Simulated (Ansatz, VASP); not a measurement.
## Two plane-wave programs on In

File INCAR:

```
PREC = Accurate ; ENCUT = 520
EDIFF = 1E-8 ; ISMEAR = -1
SIGMA = 0.05 ; LREAL = False
LASPH = True ; NELM = 100
ALGO = Normal ; ISIF = 2
LWAVE = False ; LCHARG = False
GGA = PE ; LEFG = True
NBANDS = 12
```

KPOINTS

```
regular mesh
0
Gamma
  15 15 15
```

Contents of POSCAR:

```
In
1.0
    0.0000000000      2.3550024304      2.3550024304
    2.3550024304      0.0000000000      2.3550024304
    2.3550024304      2.3550024304      0.0000000000
In
1
Direct
    0.0000000000      0.0000000000      0.0000000000
```

Input for Ansatz:

```yaml
crystal:
  lattice:
    - [0.0, 2.3550024304, 2.3550024304]
    - [2.3550024304, 0.0, 2.3550024304]
    - [2.3550024304, 2.3550024304, 0.0]
  atoms:
    - { symbol: In, position: [0.0, 0.0, 0.0] }
kpoints:
  mp_grid: { grid: [15, 15, 15] }
scf:
  occupations: { method: fermi_dirac, width: 0.05 }
hamiltonian:
  xc: pbe
  pseudopotentials: { kind: paw }
output:
  forces: true
  stress: true
  eigenvalues: true
  efg: { contact_densities: true }
```

Change from the starting cell: volume scaled by 0.95, PAW files.

Alike in both runs: task electric field gradients; functional PBE; k mesh 15 × 15 × 15; occupations fermi-dirac, width 0.05 eV; no spin polarisation.

|  | VASP | Ansatz |
| --- | --- | --- |
| version | VASP 6.6.1 | Ansatz 0.2.0 |
| potentials or method | VASP PAW PBE potentials, release 64 (In_d) | PAW with Ansatz's default frozen-core files, scalar-relativistic |
| plane-wave cutoff (eV) | 520 | 420 |
| valence electrons in the cell | 13 | 13 |

|  | VASP | Ansatz | Ansatz less VASP |
| --- | --- | --- | --- |
| pressure (GPa) | 2.0 | 2.0 | +0.04 |
| Vzz of the field gradient on the site that differs most (V/Å²) | 0.0 | 0.0 | 0.00 |

With one functional, cell and mesh, what is left measures potentials, basis and numerics. Ansatz warned: «gradients_without_spin_orbit».
